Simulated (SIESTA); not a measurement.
Pb, 3 atoms in the cell. The cell holds a slab with vacuum, 3 atoms: a = 3.480 Å, b = 3.480 Å, c = 20.590 Å, α = 90.00°, β = 90.00°, γ = 120.00°. The slab is cut from a database's or a generator's crystal, which needn't be the stable form of the element.

| Item | Value |
| --- | --- |
| Program | SIESTA 5.4.2 |
| Task | single point |
| Functional | PBE |
| Potentials or basis | PseudoDojo 0.4 standard (PBE files) |
| Basis | DZP (energy shift 0.003 Ry; two zetas on semicore shells) |
| Grid cutoff | 500 Ry |
| Energy shift | 0.003 Ry |
| k mesh | 9 × 9 × 1 |
| Occupations | fermi-dirac, width 0.05 eV |
| Spin | no spin polarisation |
| dipole correction | yes |

Potentials or basis: PseudoDojo 0.4 standard (PBE files), DZP (energy shift 0.003 Ry; two zetas on semicore shells).

The run is started by

```bash
$ siesta < Pb.fdf > Pb.out 2>&1
```

Hardware: 1 thread of Arm Neoverse V2, on a shared host.

**Question.** Estimate the wall time of this run.

**Answer.** It took 48 s on 1 thread of Arm Neoverse V2 (shared host), peak memory 0.41 GiB. Counts: scf iterations 9, k points 41, bands 69.
